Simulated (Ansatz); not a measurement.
From the elastic tensor of GaN at 22 GPa (stress–strain coefficients) to moduli and sound speeds

Computed with DFT PBEsol, scalar-relativistic, plane waves, PAW in Ansatz. Plane waves to 420 eV; Γ-centred k mesh 10×10×10; fixed occupations. No spin polarisation.

Symmetry: F-43m, No. 216, cubic system. Conventional cell: a = 4.358 Å, b = 4.358 Å, c = 4.358 Å, α = 90.00°, β = 90.00°, γ = 90.00°. Ga (site symmetry -43m) has 4 N at 1.89 Å as nearest neighbours. N (site symmetry -43m) is surrounded by 4 Ga at 1.89 Å.

Other phases may be more stable at this pressure.

Relaxed-ion constants (GPa, on the Cartesian axes of the calculation):
```
352.4 242.7 242.7   0.0   0.0   0.0
242.7 352.4 242.7   0.0   0.0   0.0
242.7 242.7 352.4   0.0   0.0   0.0
  0.0   0.0   0.0 160.6   0.0   0.0
  0.0   0.0   0.0   0.0 160.6   0.0
  0.0   0.0   0.0   0.0   0.0 160.6
```

Density 6.720 g/cm³; 2 atoms in 20.69 Å³.

The values that follow are for a polycrystal of randomly turned grains, by Hill's mean where one number stands. In a crystal this anisotropic the Voigt and Reuss bounds lie far apart, so Hill's mean and the sound speeds and Debye temperature from it are rough.

```json
{
  "Bulk modulus, Voigt / Reuss / Hill": "279.3 / 279.3 / 279.3 GPa",
  "Shear modulus, Voigt / Reuss / Hill": "118.3 / 90.7 / 104.5 GPa",
  "Young's modulus": "279 GPa",
  "Poisson ratio": "0.334",
  "Pugh ratio B/G": "2.67",
  "Universal anisotropy index": "1.52",
  "Longitudinal and transverse sound speeds": "7893 and 3944 m/s",
  "Debye temperature from the mean sound speed": "604 K"
}
```

This zinc-blende form isn't the usual stable structure of the compound at low pressure.

Cost: 1 run of about 0.97 core-minutes, on Intel Xeon Platinum 8488C (Sapphire Rapids) (shared hosts).